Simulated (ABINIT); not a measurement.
# CuAu (P4/mmm) in ABINIT: band structure with PBEsol

Aim: the band structure of CuAu with PBEsol.

Program: ABINIT 10.8.3 (patched build). These are calculated values, not measurements. Logs are shortened: lines on timing, memory, paths and dates and some standing lists are left out, and cuts for length are marked. The log counts tension as positive stress, the text compression.

### 1 Starting point

Symmetry: P4/mmm, No. 123, tetragonal system. The conventional cell has a = 2.811 Å, b = 2.811 Å, c = 3.685 Å, α = 90.00°, β = 90.00°, γ = 90.00°. Around Au (site symmetry 4/mmm) lie 8 Cu at 2.71 Å and 4 Au at 2.81 Å. Around Cu (site symmetry 4/mmm) lie 8 Au at 2.71 Å and 4 Cu at 2.81 Å.

### 2 Band structure, PBEsol

Input file run.abi:

```
# Datasets: ground state, then fixed potential
ndtset 2

# Pseudopotentials
pp_dirpath "./"
pseudos "Au.upf, Cu.upf"

# Structure
acell 2.8107494552 2.8107494552 3.685 Angstrom
rprim
     1.0000000000     0.0000000000     0.0000000000
     0.0000000000     1.0000000000     0.0000000000
     0.0000000000     0.0000000000     1.0000000000
ntypat 2
znucl 79 29
natom 2
typat 1 2
xred
     0.0000000000     0.0000000000     0.0000000000
     0.5000000000     0.5000000000     0.5000000000

# Plane-wave basis
ecut 46.0

# Exchange and correlation
ixc -116133

# Bands and occupations
occopt 3
tsmear 0.00183747

# SCF cycle
nstep 100

# Output
iomode 3
prtwf 0
prteig 0
prtebands 0
prtden1 1

# Dataset 1
kptopt1 1
ngkpt1 9 9 7
nshiftk1 1
shiftk1 0.0 0.0 0.0
nband1 23
tolvrs1 1.0e-10

# Dataset 2: bands along G-X-M-G-Z-R-A-Z
iscf2 -2
getden2 1
nband2 29
nbdbuf2 4
tolwfr2 1.0e-11
kptopt2 -7
ndivsm2 6
prteig2 1
kptbounds2
     0.0000000000     0.0000000000     0.0000000000
     0.0000000000     0.5000000000     0.0000000000
     0.5000000000     0.5000000000     0.0000000000
     0.0000000000     0.0000000000     0.0000000000
     0.0000000000     0.0000000000     0.5000000000
     0.0000000000     0.5000000000     0.5000000000
     0.5000000000     0.5000000000     0.5000000000
     0.0000000000     0.0000000000     0.5000000000
```

Potentials or basis: PseudoDojo NC SR PBEsol v0.4.1 standard.

Started as:

```
$ abinit run.abi > log 2>&1
```

run.abo:

```text
.Version 10.8.3 of ABINIT
 DATASET    1 : space group P4/m m m (#123); Bravais tP (primitive tetrag.)
================================================================================
 Values of the parameters that define the memory need for DATASET  1.
     intxc =       0    ionmov =       0      iscf =       7    lmnmax =       7
     lnmax =       7     mgfft =      45  mpssoang =       4    mqgrid =    3001
     natom =       2  nloc_mem =       1    nspden =       1   nspinor =       1
    nsppol =       1      nsym =      16    n1xccc =    2501    ntypat =       2
    occopt =       3   xclevel =       2
       mpw =        2954          nfft =       58320          nkpt =          60
================================================================================
================================================================================

 DATASET    2 : space group P4/m m m (#123); Bravais tP (primitive tetrag.)
================================================================================
 Values of the parameters that define the memory need for DATASET  2.
     intxc =       0    ionmov =       0      iscf =      -2    lmnmax =       7
     lnmax =       7     mgfft =      45  mpssoang =       4    mqgrid =    3001
     natom =       2  nloc_mem =       1    nspden =       1   nspinor =       1
    nsppol =       1      nsym =      16    n1xccc =    2501    ntypat =       2
    occopt =       3   xclevel =       2
       mpw =        2962          nfft =       58320          nkpt =          61
================================================================================
================================================================================

--------------------------------------------------------------------------------
------------- Echo of variables that govern the present computation ------------
--------------------------------------------------------------------------------
 -outvars: echo values of preprocessed input variables --------
            acell      5.3115466789E+00  5.3115466789E+00  6.9636407740E+00 Bohr
              amu      1.96966540E+02  6.35460000E+01
             ecut      4.60000000E+01 Hartree
           getden1          0
           getden2          1
             iscf1          7
             iscf2         -2
                       outvar_i_n : Printing only first  50 k-points.
              ixc     -116133
           jdtset        1    2
                       outvar_i_n : Printing only first  50 k-points.
           kptopt1          1
           kptopt2         -7
         kptrlatt        9    0    0      0    9    0      0    0    7
          kptrlen1     4.78039201E+01
          kptrlen2     3.00000000E+01
[... 858 lines left out ...]
- [  0.0000E+00,   0.0000E+00,   0.0000E+00, Au]
- [  5.0000E-01,   5.0000E-01,   5.0000E-01, Cu]
cartesian_forces: null
force_length_stats: {min: null, max: null, mean: null, }
...

 Integrated electronic density in atomic spheres:
 ------------------------------------------------
 Atom  Sphere_radius  Integrated_density
    1        2.00000         15.54537092
    2        2.00000         17.31532873
================================================================================

 ----iterations are completed or convergence reached----

 Mean square residual over all n,k,spin=   41.803E-13; max=  99.910E-13
 reduced coordinates (array xred) for    2 atoms
       0.000000000000      0.000000000000      0.000000000000
       0.500000000000      0.500000000000      0.500000000000

 cartesian coordinates (angstrom) at end:
    1      0.00000000000000     0.00000000000000     0.00000000000000
    2      1.40537472760000     1.40537472760000     1.84250000000000
 length scales=  5.311546678873  5.311546678873  6.963640773970 bohr
              =  2.810749455200  2.810749455200  3.685000000000 angstroms
 Eigenvalues (hartree) for nkpt=  61  k points:
 kpt#   1, nband= 29, wtk=  1.00000, kpt=  0.0000  0.0000  0.0000 (reduced coord)
  -3.68754   -3.46996   -2.12814   -2.12765   -2.12765   -1.67959   -1.67736   -1.67736
   0.06454    0.18418    0.18970    0.27835    0.27835    0.31803    0.32456    0.35040
   0.36699    0.37482    0.37482    0.50067    0.71999    0.79201    0.79201    1.03975
   1.04222    1.06346    1.18348    1.18348    1.23048
 kpt#   2, nband= 29, wtk=  1.00000, kpt=  0.0000  0.0625  0.0000 (reduced coord)
  -3.68754   -3.46995   -2.12814   -2.12768   -2.12765   -1.67958   -1.67758   -1.67735
   0.06790    0.18594    0.19157    0.27627    0.27914    0.31655    0.32512    0.35024
   0.36551    0.36922    0.37412    0.51083    0.71565    0.77353    0.79780    1.03613
   1.06501    1.06892    1.17072    1.18945    1.21920
 kpt#   3, nband= 29, wtk=  1.00000, kpt=  0.0000  0.1250  0.0000 (reduced coord)
  -3.68753   -3.46993   -2.12814   -2.12775   -2.12764   -1.67952   -1.67822   -1.67730
   0.07777    0.19005    0.19809    0.27023    0.28147    0.31225    0.32650    0.35002
   0.35695    0.36160    0.37203    0.53672    0.69112    0.74725    0.81458    1.02148
   1.06590    1.13417    1.14514    1.19527    1.20702
 kpt#   4, nband= 29, wtk=  1.00000, kpt=  0.0000  0.1875  0.0000 (reduced coord)
  -3.68753   -3.46989   -2.12813   -2.12786   -2.12763   -1.67944   -1.67916   -1.67722
[... 274 lines left out ...]
  -3.68753   -3.46992   -2.12814   -2.12770   -2.12770   -1.67971   -1.67779   -1.67778
   0.14729    0.20106    0.20557    0.27781    0.28765    0.29421    0.31099    0.32190
   0.34285    0.34695    0.35994    0.36326    0.87817    0.88352    0.89346    0.93264
   1.04252    1.07278    1.17068    1.18516    1.22274
 kpt#  60, nband= 29, wtk=  1.00000, kpt=  0.0455  0.0455  0.5000 (reduced coord)
  -3.68754   -3.46995   -2.12815   -2.12766   -2.12766   -1.67978   -1.67747   -1.67747
   0.13659    0.19553    0.20686    0.28667    0.29014    0.29179    0.31449    0.32151
   0.34294    0.34432    0.34901    0.35751    0.91902    0.93177    0.93945    0.95369
   1.01539    1.01918    1.11548    1.17797    1.19790
 kpt#  61, nband= 29, wtk=  1.00000, kpt=  0.0000  0.0000  0.5000 (reduced coord)
  -3.68754   -3.46996   -2.12815   -2.12765   -2.12765   -1.67980   -1.67736   -1.67736
   0.13297    0.19367    0.20734    0.29107    0.29112    0.29112    0.31055    0.32734
   0.34227    0.34297    0.34297    0.35656    0.95286    0.96110    0.96110    0.98107
   0.98107    0.98158    1.07836    1.18077    1.18536

== END DATASET(S) ==============================================================
================================================================================

 -outvars: echo values of variables after computation  --------
            acell      5.3115466789E+00  5.3115466789E+00  6.9636407740E+00 Bohr
           etotal1    -3.3688472076E+02
            fcart1    -0.0000000000E+00 -0.0000000000E+00 -0.0000000000E+00
                      -0.0000000000E+00 -0.0000000000E+00 -0.0000000000E+00
           strten1     1.4148277748E-04  1.4148277748E-04  1.5214931754E-04
                       0.0000000000E+00  0.0000000000E+00  0.0000000000E+00
           xangst      0.0000000000E+00  0.0000000000E+00  0.0000000000E+00
                       1.4053747276E+00  1.4053747276E+00  1.8425000000E+00
             xred      0.0000000000E+00  0.0000000000E+00  0.0000000000E+00
                       5.0000000000E-01  5.0000000000E-01  5.0000000000E-01
 Calculation completed.
```

Wall time 2.5 min (1 thread of Intel Xeon 6975P-C (Granite Rapids), shared host); peak memory 0.14 GiB.

What came out:

* Free energy: -9167.1003 eV
* Pressure: -4.3 GPa
* Band gap on the k mesh: none (metal or under the smearing width)
* Valence electrons inside the program's atomic spheres: Au 15.55; Cu 17.32

Stress tensor (GPa, compression positive):
```
-4.16  0.00  0.00
 0.00 -4.16  0.00
 0.00  0.00 -4.48
```

Levels at the corners of the path, in eV from the Fermi level:
```csv
point,band 15,band 16,band 17,band 18,band 19,band 20,band 21,band 22,band 23,band 24
Γ,-2.74,-2.04,-1.59,-1.38,-1.38,2.05,8.02,9.97,9.97,16.72
X,-2.97,-2.88,-2.31,-2.11,-0.79,-0.11,9.39,9.51,11.29,11.31
M,-1.58,-1.53,-1.28,-1.28,0.61,0.61,5.17,6.82,10.01,11.56
Γ,-2.74,-2.04,-1.59,-1.38,-1.38,2.05,8.02,9.97,9.97,16.72
Z,-3.13,-2.67,-2.26,-2.24,-2.24,-1.87,14.35,14.58,14.58,15.12
R,-1.77,-1.61,-1.50,-1.45,-1.09,-1.09,2.71,4.37,15.84,16.13
A,-3.12,-2.04,-1.58,-1.52,5.30,5.51,5.51,6.16,6.93,6.98
Z,-3.13,-2.67,-2.26,-2.24,-2.24,-1.87,14.35,14.58,14.58,15.12
```

Caveat: spin-orbit coupling is left out, which moves the levels of the heavy elements.
